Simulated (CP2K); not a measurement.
# Mo (Im-3m) in CP2K: a series of runs

One crystal, Mo, is run at these levels: PBEsol; tasks: single point, equation of state.

Everything below comes from runs of CP2K 2026.2. Logs are shortened: lines on timing, memory, paths and dates and some standing lists are left out, and cuts for length are marked.

## Step 1: The crystal as given

The structure is cubic, space group Im-3m (No. 229). The conventional cell has a = 3.168 Å, b = 3.168 Å, c = 3.168 Å, α = 90.00°, β = 90.00°, γ = 90.00°. Mo (site symmetry m-3m) is surrounded by 8 Mo at 2.74 Å.

## Step 2: Single point, PBEsol, 15.89 Å³/atom

mo_eos.inp

```
&GLOBAL
  PROJECT mo_eos
  RUN_TYPE ENERGY_FORCE
  PRINT_LEVEL LOW
&END GLOBAL
&FORCE_EVAL
  METHOD QS
  STRESS_TENSOR ANALYTICAL
  &DFT
    BASIS_SET_FILE_NAME BASIS_MOLOPT_UZH
    POTENTIAL_FILE_NAME POTENTIAL_UZH
    &MGRID
      CUTOFF 450
      REL_CUTOFF 60
      NGRIDS 4
    &END MGRID
    &QS
      METHOD GPW
      EPS_DEFAULT 1.0E-10
    &END QS
    &KPOINTS
      SCHEME MONKHORST-PACK 12 12 12
      GAMMA_CENTERED T
      SYMMETRY T
      SYMMETRY_BACKEND SPGLIB
    &END KPOINTS
    &SCF
      SCF_GUESS ATOMIC
      EPS_SCF 1.0E-6
      MAX_SCF 100
      ADDED_MOS 11
      CHOLESKY OFF
      EPS_EIGVAL 1.0E-7
      &DIAGONALIZATION ON
        ALGORITHM STANDARD
      &END DIAGONALIZATION
      &MIXING ON
        METHOD BROYDEN_MIXING
        ALPHA 0.4
        BETA 1.5
        NBUFFER 8
      &END MIXING
      &SMEAR ON
        METHOD FERMI_DIRAC
        ELECTRONIC_TEMPERATURE [K] 580.226
      &END SMEAR
    &END SCF
    &XC
      &XC_FUNCTIONAL
        &GGA_X_PBE_SOL
        &END GGA_X_PBE_SOL
        &GGA_C_PBE_SOL
        &END GGA_C_PBE_SOL
      &END XC_FUNCTIONAL
    &END XC
    &PRINT
      &KPOINTS ON
      &END KPOINTS
      &MULLIKEN ON
      &END MULLIKEN
      &MO ON
        ENERGIES T
        OCCUPATION_NUMBERS T
        &EACH
          QS_SCF 0
        &END EACH
        ADD_LAST NUMERIC
      &END MO
    &END PRINT
  &END DFT
  &SUBSYS
    &CELL
      A 2.7432376088 0.0000000000 0.0000000000
      B -0.9144125363 2.5863492208 0.0000000000
      C -0.9144125363 -1.2931746104 2.2398441283
      PERIODIC XYZ
    &END CELL
    &COORD
      Mo  0.0000000000 0.0000000000 0.0000000000
    &END COORD
    &KIND Mo
      BASIS_SET TZVP-MOLOPT-PBE-GTH-q14
      POTENTIAL GTH-PBE-q14
    &END KIND
    &PRINT
      &ATOMIC_COORDINATES ON
      &END ATOMIC_COORDINATES
      &CELL ON
      &END CELL
      &SYMMETRY ON
      &END SYMMETRY
    &END PRINT
  &END SUBSYS
  &PRINT
    &FORCES ON
    &END FORCES
    &STRESS_TENSOR ON
    &END STRESS_TENSOR
  &END PRINT
&END FORCE_EVAL
```

Potentials or basis: POTENTIAL_UZH Mo GTH-PBE-q14; TZVP-MOLOPT-PBE-GTH basis.

Command:

```
> OMP_NUM_THREADS=2 cp2k.psmp -i mo_eos.inp -o mo_eos.out
```

mo_eos.out:

```text

 CP2K| version string:                                       CP2K version 2026.2
 CP2K| Input file name                                                mo_eos.inp

 GLOBAL| Force Environment number                                              1
 GLOBAL| Basis set file name                                    BASIS_MOLOPT_UZH
 GLOBAL| Potential file name                                       POTENTIAL_UZH
 GLOBAL| MM Potential file name                                     MM_POTENTIAL
 GLOBAL| Coordinate file name                                      __STD_INPUT__
 GLOBAL| Method name                                                        CP2K
 GLOBAL| Project name                                                     mo_eos
 GLOBAL| Run type                                                   ENERGY_FORCE
 GLOBAL| FFT library                                                       FFTW3
 GLOBAL| Diagonalization library                                       ScaLAPACK
 GLOBAL| Cholesky decomposition library                                ScaLAPACK
 GLOBAL| DGEMM library                                                      BLAS
 GLOBAL| Direct generalized diagonalization requested                          F
 GLOBAL| Matrix multiplication library                                 ScaLAPACK
 GLOBAL| Global print level                                                  LOW
 GLOBAL| Total number of message passing processes                             1
 GLOBAL| Number of threads for this process                                    2
 GLOBAL| CPU model name                                                  UNKNOWN

 CELL| Volume [angstrom^3]:                                            15.891628
 CELL| Vector a [angstrom]:       2.743     0.000     0.000   |a| =     2.743238
 CELL| Vector b [angstrom]:      -0.914     2.586     0.000   |b| =     2.743238
 CELL| Vector c [angstrom]:      -0.914    -1.293     2.240   |c| =     2.743238
 CELL| Angle (b,c), alpha [degree]:                                   109.471221
 CELL| Angle (a,c), beta  [degree]:                                   109.471221
 CELL| Angle (a,b), gamma [degree]:                                   109.471221
 CELL| Numerically orthorhombic:                                              NO
 CELL| Periodicity                                                           XYZ

 CELL_REF| Volume [angstrom^3]:                                        15.891628
 CELL_REF| Vector a [angstrom     2.743     0.000     0.000   |a| =     2.743238
 CELL_REF| Vector b [angstrom    -0.914     2.586     0.000   |b| =     2.743238
 CELL_REF| Vector c [angstrom    -0.914    -1.293     2.240   |c| =     2.743238
 CELL_REF| Angle (b,c), alpha [degree]:                               109.471221
 CELL_REF| Angle (a,c), beta  [degree]:                               109.471221
 CELL_REF| Angle (a,b), gamma [degree]:                               109.471221
 CELL_REF| Numerically orthorhombic:                                          NO
 CELL_REF| Periodicity                                                       XYZ

 GENERATE|  Preliminary Number of Bonds generated:                             0
 GENERATE|  Achieved consistency in connectivity generation.

 *******************************************************************************
 *******************************************************************************
 **            Copyright (C) by CP2K developers group (2000-2026)             **
 *******************************************************************************

 TOTAL NUMBERS AND MAXIMUM NUMBERS

  Total number of            - Atomic kinds:                                   1
                             - Atoms:                                          1
                             - Shell sets:                                     1
                             - Shells:                                        11
                             - Primitive Cartesian functions:                  6
                             - Cartesian basis functions:                     41
                             - Spherical basis functions:                     35

  Maximum angular momentum of- Orbital basis functions:                        3
                             - Local part of the GTH pseudopotential:          2
                             - Non-local part of the GTH pseudopotential:      4

 MODULE QUICKSTEP: ATOMIC COORDINATES IN ANGSTROM

   Atom Kind Element         X             Y             Z       Z(eff)     Mass
      1    1 Mo   42      0.000000      0.000000      0.000000  14.0000  95.9600

 Crystal Symmetry Information
       International Symbol:                                               Im-3m
[... 22 lines left out ...]
                        Electronic temperature [K]:                        580.2
                        Electronic temperature [a.u.]:                  1.84E-03
                        Accuracy threshold:                             1.00E-10
                        --------------------------------------------------------
                        No outer SCF

 *******************************************************************************
                                    Kpoints
 *******************************************************************************
 BRILLOUIN| K-point scheme                                        Monkhorst-Pack
 BRILLOUIN| K-Point grid                                            12   12   12
 BRILLOUIN| Gamma-centered k-point mesh                                     ON
 BRILLOUIN| K-point symmetry accuracy                               0.100000E-05
 BRILLOUIN| K-Point point group symmetrization                                ON
 BRILLOUIN| Symmetry backend                                             SPGLIB
 BRILLOUIN| Symmetry reduction method                                    SPGLIB
 BRILLOUIN| Wavefunction type                                            COMPLEX
 BRILLOUIN| List of Kpoints [2 Pi/Bohr]                                       72
 BRILLOUIN| Number           Weight            X              Y              Z
 BRILLOUIN|     1           0.00463       -0.41667       -0.41667       -0.41667
 BRILLOUIN|     2           0.01389       -0.41667       -0.41667       -0.33333
 BRILLOUIN|     3           0.01389       -0.41667       -0.41667       -0.25000
 BRILLOUIN|     4           0.01389       -0.41667       -0.41667       -0.16667
 BRILLOUIN|     5           0.00694       -0.41667       -0.41667       -0.08333
 BRILLOUIN|     6           0.01389       -0.41667       -0.41667        0.33333
[... 32 lines left out ...]
 BRILLOUIN|    39           0.02778       -0.33333       -0.16667        0.00000
 BRILLOUIN|    40           0.01389       -0.33333       -0.16667        0.16667
 [... further k-points ...]
 *******************************************************************************

 Extrapolation method: initial_guess

 Number of electrons:                                                         14
 Number of occupied orbitals:                                                  7
 Number of molecular orbitals:                                                18

 Number of orbital functions:                                                 35
 Number of independent orbital functions:                                     35

 SCF WAVEFUNCTION OPTIMIZATION

  Step     Update method      Time    Convergence         Total energy    Change
  ------------------------------------------------------------------------------
     1 NoMix/Diag. 0.40E+00   11.2     1.02646129       -68.0790711544 -6.81E+01
     2 Broy./Diag. 0.40E+00    6.9     0.07051993       -69.1529855895 -1.07E+00
     3 Broy./Diag. 0.40E+00    6.8     0.12031010       -68.3038800638  8.49E-01
     4 Broy./Diag. 0.40E+00    6.7     0.01355573       -67.7185155554  5.85E-01
     5 Broy./Diag. 0.40E+00    6.8     0.00258816       -67.7445030830 -2.60E-02
     6 Broy./Diag. 0.40E+00    6.7     0.00079476       -67.7429367574  1.57E-03
     7 Broy./Diag. 0.40E+00    6.7     0.00004769       -67.7433644250 -4.28E-04
     8 Broy./Diag. 0.40E+00    6.7     0.00002916       -67.7429134143  4.51E-04
     9 Broy./Diag. 0.40E+00    6.8     0.00000466       -67.7429191653 -5.75E-06
    10 Broy./Diag. 0.40E+00    6.9     0.00000259       -67.7429036677  1.55E-05
    11 Broy./Diag. 0.40E+00    6.9     0.00000011       -67.7429041317 -4.64E-07

  *** SCF run converged in    11 steps ***

  Electronic density on regular grids:        -13.9999999996        0.0000000004
  Core density on regular grids:               13.9999999994       -0.0000000006
  Total charge density on r-space grids:       -0.0000000003
  Total charge density g-space grids:          -0.0000000003

  Overlap energy of the core charge distribution:               0.00000000000000
  Self energy of the core charge distribution:               -127.78298541877975
  Core Hamiltonian energy:                                     28.83519654199808
  Hartree energy:                                              38.97125034807303
  Exchange-correlation energy:                                 -7.76627679417697
  Electronic entropic energy:                                  -0.00008880879166
  Fermi energy:                                                 0.62142539887931

  Total energy:                                               -67.74290413168666
  Total energy (extrapolated to T->0):                        -67.74285972729083

 MO| EIGENVALUES AND OCCUPATION NUMBERS FOR K POINT 1
 MO|
 MO|  Index      Eigenvalue [a.u.]        Eigenvalue [eV]             Occupation
 MO|      1              -1.607276             -43.736204               2.000000
 MO|      2              -0.679871             -18.500236               2.000000
 MO|      3              -0.679871             -18.500236               2.000000
 MO|      4              -0.663387             -18.051670               2.000000
 MO|      5               0.467545              12.722539               2.000000
 MO|      6               0.467545              12.722539               2.000000
[... 325 lines left out ...]
 MO|     17               1.752639              47.691724               0.000000
 MO|     18               1.930782              52.539244               0.000000
 MO| Sum:                                                              14.000000
 MO| E(Fermi):            0.621425 a.u.         16.909845 eV

 [... the levels of further k-points ...]

 !-----------------------------------------------------------------------------!
                     Mulliken Population Analysis

 #  Atom  Element  Kind  Atomic population                           Net charge
       1     Mo       1         14.000000                             -0.000000
 # Total charge                             14.000000                 -0.000000

 !-----------------------------------------------------------------------------!

 ENERGY| Total FORCE_EVAL ( QS ) energy [hartree]            -67.742904646520969

 FORCES| Atomic forces [hartree/bohr]
 FORCES|   Atom     x               y               z               |f|
 FORCES|      1 -4.50098234E-14  8.05648490E-15  5.44752273E-14   7.11220187E-14
 FORCES| Sum    -4.50098234E-14  8.05648490E-15  5.44752273E-14
 FORCES| Total atomic force                                       7.11220187E-14

 STRESS| Analytical stress tensor [bar]
 STRESS|                        x                   y                   z
 STRESS|      x       -6.99210703117E+04  -2.52649166122E-03  -4.83170531055E-03
 STRESS|      y       -2.52649166122E-03  -6.99210702231E+04  -6.43941025405E-03
 STRESS|      z       -4.83170531055E-03  -6.43941025405E-03  -6.99210805659E+04
 STRESS| 1/3 Trace                                            -6.99210737002E+04
 STRESS| Determinant                                          -3.41841091067E+14

 STRESS| Eigenvectors and eigenvalues of the analytical stress tensor [bar]
 STRESS|                        1                   2                   3
 STRESS| Eigenvalues  -6.99210855963E+04  -6.99210683942E+04  -6.99210671101E+04
 STRESS|      x           0.335843117059      0.932451009526     -0.133208541613
 STRESS|      y           0.410331511983     -0.017536314959      0.911767803737
 STRESS|      z           0.847842822107     -0.360870603530     -0.388503483266
```

It took 91 s on 2 threads of Arm Neoverse V2, shared host; peak memory 0.29 GiB.

What came out:

```
Free energy            : -1843.3782 eV
Pressure               : -7.0 GPa
Band gap on the k mesh : none (metal or under the smearing width)
```

Caveat: the potentials were made for another functional, which shifts forces and pressure; the basis of atomic orbitals isn't converged, which shifts pressures, moduli and gaps.

## Step 3: Single point, PBEsol, 15.57 Å³/atom (volume scaled by 0.98)

mo_eos.inp, as its differences from that of step 2:

```diff
@@ -11,2 +11,3 @@
     POTENTIAL_FILE_NAME POTENTIAL_UZH
+    WFN_RESTART_FILE_NAME previous-RESTART.kp
     &MGRID
@@ -27,3 +28,3 @@
     &SCF
-      SCF_GUESS ATOMIC
+      SCF_GUESS RESTART
       EPS_SCF 1.0E-6
@@ -72,5 +73,5 @@
     &CELL
-      A 2.7432376088 0.0000000000 0.0000000000
-      B -0.9144125363 2.5863492208 0.0000000000
-      C -0.9144125363 -1.2931746104 2.2398441283
+      A 2.7248260634 0.0000000000 0.0000000000
+      B -0.9082753545 2.5689906493 0.0000000000
+      C -0.9082753545 -1.2844953247 2.2248111644
       PERIODIC XYZ
```

Potentials or basis: POTENTIAL_UZH Mo GTH-PBE-q14; TZVP-MOLOPT-PBE-GTH basis.

Command:

```
> OMP_NUM_THREADS=2 cp2k.psmp -i mo_eos.inp -o mo_eos.out
```

Run time: 72 s. Hardware: 2 threads of Arm Neoverse V2, shared host; peak memory 0.29 GiB.

The run converged. Its results:

| Quantity | Value |
| --- | --- |
| Free energy | -1843.3869 eV |
| Pressure | -1.7 GPa |
| Band gap on the k mesh | none (metal or under the smearing width) |

Caveat: the potentials were made for another functional, which shifts forces and pressure; the basis of atomic orbitals isn't converged, which shifts pressures, moduli and gaps.

(Continued in part 2 of 2.)
